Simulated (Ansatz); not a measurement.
The following input was run with Ansatz 0.2.0.

```yaml
crystal:
  lattice:
    - [0.0, 2.2843159696, 2.2843159696]
    - [2.2843159696, 0.0, 2.2843159696]
    - [2.2843159696, 2.2843159696, 0.0]
  atoms:
    - { symbol: Mg, position: [0.0, 0.0, 0.0] }
basis:
  ecutwfc: 500
kpoints:
  mp_grid: { grid: [16, 16, 16] }
hamiltonian:
  xc: r2scan
scf:
  occupations: { method: gaussian, width: 0.1 }
output:
  forces: true
  stress: true
  eigenvalues: true
  populations: true
```

Run as
```bash
ansatz run input.yaml --threads 1 --pin off --max-ram 1331MiB --backend cpu --events-out ev --progress --plain --runs-dir out
```

The calculation used DFT r2SCAN, scalar-relativistic, plane waves, PAW (Ansatz).

Part of what the program printed, abridged (final results; tables in files aren't shown):

```
SCF 1 converged in 6 iterations: F = -1926.381564 eV  dr2 = 3.97e-11
SCF converged after 6 iterations
Free energy (F): -1926.381564 eV
Harris-Foulkes:  -1926.381564 eV  (|F-HF|=2.21e-11)
Internal energy: -1926.378569 eV  (E = F + TS)
E sigma→0 (E₀):  -1926.380066 eV
Entropy (-TS):   -0.002995 eV (-2.995 meV/atom)
Fermi energy:    5.339935 eV
--- Per-component energies (eV) ---
  E_band       = -375.133741
  E_kinetic    = 74.025952
  E_local      = -1636.443741  (includes V_loc(G=0)·N_el)
  E_nonlocal   = 95.911328
  E_hartree    = 585.290740
  E_xc         = -26.190477
  E_vxc        = -38.055638  (∫ρ·V_xc dr)
  E_paw        = -296.406139  (= ΣΔE_a)
  E_vpaw       = -43.657857  (= ΣTr[D̂ρ^β])
  E_aug_tail   = -0.000001  (compensation charges beyond the density's cutoff)
  E_vtau       = 2.504941  (kinetic-family band-sum trace: ∫τ·v_τ [+ j·A + Jᵃ·Aᵃ] dr)
  E_ewald      = -722.540022
  E_core_change = -0.026208  (= ΣΔE_core)
  E_smearing   = -0.002995  (= −TS)
--- Forces (eV/Å), atoms counted from 1 ---
  atom   1  Mg     0.00000000     0.00000000     0.00000000
--- Stress (GPa, compression-positive) ---
       -1.676750       0.000000       0.000000
        0.000000      -1.676750       0.000000
        0.000000       0.000000      -1.676750
  P = ⅓ Tr σ = -1.6768 GPa (-16.768 kbar)
--- Band table (eV; the first three rows and the last of 145) ---
  k-point 0: bands = ["-73.6975", "-38.7794", "-38.7794", "-38.7794", "-1.8667", "18.2566", "18.2566", "18.2566", "20.3741"]
  k-point 1: bands = ["-73.6975", "-38.7805", "-38.7796", "-38.7796", "-1.7760", "16.8099", "18.0511", "18.0511", "20.3585"]
  k-point 2: bands = ["-73.6972", "-38.7837", "-38.7800", "-38.7800", "-1.5043", "14.6731", "17.6635", "17.6635", "20.0745"]
  k-point 144: bands = ["-73.6943", "-38.7989", "-38.7989", "-38.7907", "6.8358", "6.8358", "7.3314", "9.2659", "21.0445"]
--- Löwdin populations: 1 site ---
  site symbol q [e]
     0     Mg      9.4428
  spilling = 0.055723 (of n_electrons = 10.000000)
```

The run converged.